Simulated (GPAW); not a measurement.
Crystal: Sn.

```
Sn
1.0
    -1.89465    1.89465    1.89465
     1.89465   -1.89465    1.89465
     1.89465    1.89465   -1.89465
Sn
1
Direct
  0.00000 0.00000 0.00000
```

This isn't the form of Sn at room conditions, which is tetragonal (white tin).

| Item | Value |
| --- | --- |
| Program | GPAW 26.7.0 |
| Task | relaxation of cell and atoms |
| Functional | PBEsol |
| Potentials or basis | PAW data sets generated in the run's folder for this functional |
| Cutoff | 600 eV |
| Basis | pw |
| k mesh | 10 × 10 × 10 |
| Occupations | fermi-dirac, width 0.05 eV |
| Spin | no spin polarisation |

At the start: pressure -2.4 GPa; volume 27.20 Å³/atom.

**Question.** Where does the relaxation end?

**Answer.** Over 4 steps the energy falls by 11.0 meV/atom and the volume is 25.85 Å³/atom (-5.0 %); space group Im-3m (No. 229, to 0.05 Å).

Step by step:
| step | energy change (eV) | largest force (eV/Å) | pressure (GPa) | volume (Å³) |
| --- | --- | --- | --- | --- |
| 1 | 0.0000 | 0.0000 | -2.41 | 27.20 |
| 2 | -0.0061 | 0.0000 | -1.66 | 26.73 |
| 3 | -0.0110 | 0.0000 | 0.16 | 25.77 |
| 4 | -0.0110 | 0.0000 | -0.01 | 25.85 |

Final structure:
```
CELL_PARAMETERS angstrom
-1.86271 1.86271 1.86271
1.86271 -1.86271 1.86271
1.86271 1.86271 -1.86271
ATOMIC_POSITIONS crystal
Sn 0.00000 0.00000 0.00000
```

Caveat: later steps reuse the first step's grids.
